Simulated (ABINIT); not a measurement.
MgB2:

```
Mg B
1.0
     3.08500    0.00000    0.00000
    -1.54250    2.67169    0.00000
     0.00000    0.00000    3.52300
Mg B
1 2
Cartesian
  0.0000 0.0000 0.0000
  1.5425 0.8906 1.7615
  0.0000 1.7811 1.7615
```

Base run:

| Item | Value |
| --- | --- |
| Program | ABINIT 10.8.3 (patched build) |
| Functional | PBE |
| Potentials or basis | PseudoDojo NC SR PBE v0.4.1 standard |
| Cutoff | 1088 eV |
| k mesh | 8 × 8 × 6 |
| Occupations | fermi-dirac, width 0.05 eV |
| Spin | no spin polarisation |

Its results: band gap on the k mesh none (metal or under the smearing width); pressure -1.0 GPa.

Q: The run is repeated on the same cell with these changes: functional from PBE to LDA; potentials or basis from PseudoDojo NC SR PBE v0.4.1 standard to PseudoDojo NC SR LDA v0.4.1 standard. What comes out?

A: Band gap on the k mesh none (metal or under the smearing width); pressure -7.4 GPa.
